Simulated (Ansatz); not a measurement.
**Slab of zincblende BN (110), 3 layers**

The slab is cut from the zincblende crystal, which needn't be the stable phase, as relaxed on PAW files (5.95 Å³/atom), with 16 Å of vacuum and a dipole correction:

```yaml
crystal:
  lattice:
    - [2.56306, 0.00000, 0.00000]
    - [0.00000, 3.62471, 0.00000]
    - [0.00000, 0.00000, 18.56310]
  atoms:
    - { symbol: B, position: [0.25000, 0.12500, 0.43096] }
    - { symbol: N, position: [0.75000, 0.87500, 0.43096] }
    - { symbol: B, position: [0.75000, 0.62500, 0.50000] }
    - { symbol: N, position: [0.25000, 0.37500, 0.50000] }
    - { symbol: B, position: [0.25000, 0.12500, 0.56904] }
    - { symbol: N, position: [0.75000, 0.87500, 0.56904] }
```

Computed with Ansatz 0.2.0; functional PBE, scalar-relativistic. Settings: a Γ-centred 12×8×1 k mesh, Fermi–Dirac smearing of 0.02 eV, no spin polarisation. Methods: LAPW: all electrons, basis error target 1 meV/atom; PAW: frozen-core files, cutoff 420 eV.

The bulk energy comes from a cell in the slab's orientation on a 12×8×12 mesh. The surface energy is (E(slab) − N·E(bulk))/2A at zero smearing, the mean of both faces; thin slabs carry quantum-size effects.

The cell is 1×1, so reconstructions are forbidden.

**Question.** As cut, the LAPW slab lies 5.465 eV above 6 atoms of bulk. What surface energy is that?

**Answer.** Over two faces of 9.29 Å² it is 294.1 meV/Å², and times 16.02 J/m² per eV/Å² that gives γ = 4.712 J/m².

**Question.** What do relaxation and the other method give?

**Answer.** 

```tsv
method	γ as cut (J/m²)	γ relaxed (J/m²)
LAPW	4.712	3.018
PAW	4.712	3.014
```

**Question.** How do the spacings between the planes relax?

**Answer.** From the bottom face up: d12 -5.5 % of 1.282 Å, d23 -5.5 % of 1.282 Å. The outer plane rumples by 0.204 Å.

**Question.** Where do the band edges lie?

**Answer.** On the k mesh: gap 0.48 eV, valence top 6.23 eV below the vacuum level.

**Question.** What changes if the vacuum is set to 22 Å?

**Answer.** LAPW then gives: gap 0.48 eV, valence top 6.23 eV below the vacuum level; PAW: gap 0.48 eV, valence top 6.23 eV below the vacuum level.

**Question.** A core hole in the 1s shell of B is made on one B atom of each kind in every 1×1 cell (PAW hole dataset, neutral cell, valence without spin). What does it cost by layer?

**Answer.** layer 1 189.06 eV, layer 2 190.76 eV. Shifts between layers mean more than the absolute values, and a whole layer of holes screens otherwise than one hole.
